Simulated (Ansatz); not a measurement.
GaAs (started from an entry of an open crystallographic database), relaxed with r2SCAN, was run in the plane-wave code Ansatz under altered settings. All numbers are computed, without spin polarisation but where a row says otherwise.

```
CELL_PARAMETERS angstrom
0.00000 2.83308 2.83308
2.83308 0.00000 2.83308
2.83308 2.83308 0.00000
ATOMIC_POSITIONS crystal
Ga 0.00000 0.00000 0.00000
As 0.25000 0.25000 0.25000
```

The base run's other keys:
```yaml
kpoints:
  mp_grid: { grid: [4, 4, 4] }
hamiltonian:
  xc: hse06
scf:
  occupations: { method: fixed }
  n_extra_bands: 4
```

It takes 15 iterations with 893 plane waves at 420 eV and 8 k points, and leaves a mean stress of +0.92 GPa. The gap over this mesh is 1.417 eV. It ran on 4 threads of Arm Neoverse N1, with other jobs on the host.

Outcomes, with energy and stress as changes against the base:
```csv
setting,outcome,ΔF (meV/atom),Δ mean stress (GPa),gap on the mesh (eV),iterations,wall time
"PBE hybrid, exx coeff 0.35, omega 0.2078 1/Å",converged,–,-0.8,1.836,19,10 s
"PBE hybrid, exx coeff 0.2, unscreened",converged,–,+0.2,1.733,13,8.8 s
"PBE hybrid, exx coeff 0.75, unscreened",converged,–,-4.0,5.555,19,11 s
"PBE hybrid, exx coeff 0.4, omega 0.1 1/Å",converged,–,-1.5,2.543,16,10 s
scf.mixing.beta: -0.3,refused,–,–,–,–,0.02 s
"kpoints.mp_grid.grid: [0, 4, 4]",refused,–,–,–,–,0.77 s
```
A dash marks a value that wasn't obtained or can't be compared. Stress is positive in compression. The base took 9.3 s.

- PBE hybrid, exx coeff 0.35, omega 0.2078 1/Å. That is 35 % exact exchange, screened with ω = 0.2078 1/Å, against HSE06's 25 % screened at 0.208 1/Å. The mean stress moves by -0.8 GPa and the gap on the mesh by +0.419 eV (to 1.836). Totals of different functionals aren't comparable.
- PBE hybrid, exx coeff 0.2, unscreened. That is 20 % exact exchange, at all ranges, against HSE06's 25 % screened at 0.208 1/Å. The mean stress moves by +0.2 GPa and the gap on the mesh by +0.316 eV (to 1.733). Totals of different functionals aren't comparable.
- PBE hybrid, exx coeff 0.75, unscreened. That is 75 % exact exchange, at all ranges, against HSE06's 25 % screened at 0.208 1/Å. The mean stress moves by -4.0 GPa and the gap on the mesh by +4.138 eV (to 5.555). Totals of different functionals aren't comparable.
- PBE hybrid, exx coeff 0.4, omega 0.1 1/Å. That is 40 % exact exchange, screened with ω = 0.1 1/Å, against HSE06's 25 % screened at 0.208 1/Å. The mean stress moves by -1.5 GPa and the gap on the mesh by +1.126 eV (to 2.543). Totals of different functionals aren't comparable. The program warns that on this mesh the truncation of the exchange isn't bounded, so part of the change can be an error of the mesh.
- scf.mixing.beta: -0.3. The program doesn't start. Error: invalid value for `scf.mixing.beta`: must be finite and in (0, 1]; got -0.3
- kpoints.mp_grid.grid: [0, 4, 4]. The program doesn't start. Error: invalid value for `kpoints.mp_grid.grid`: each dimension must be in 1..=255

The runs are scalar-relativistic, without spin-orbit coupling.

The stress of a hybrid is loosely converged in these runs.

The meshes of the hybrids are coarse, so their gaps aren't converged to the digits shown.
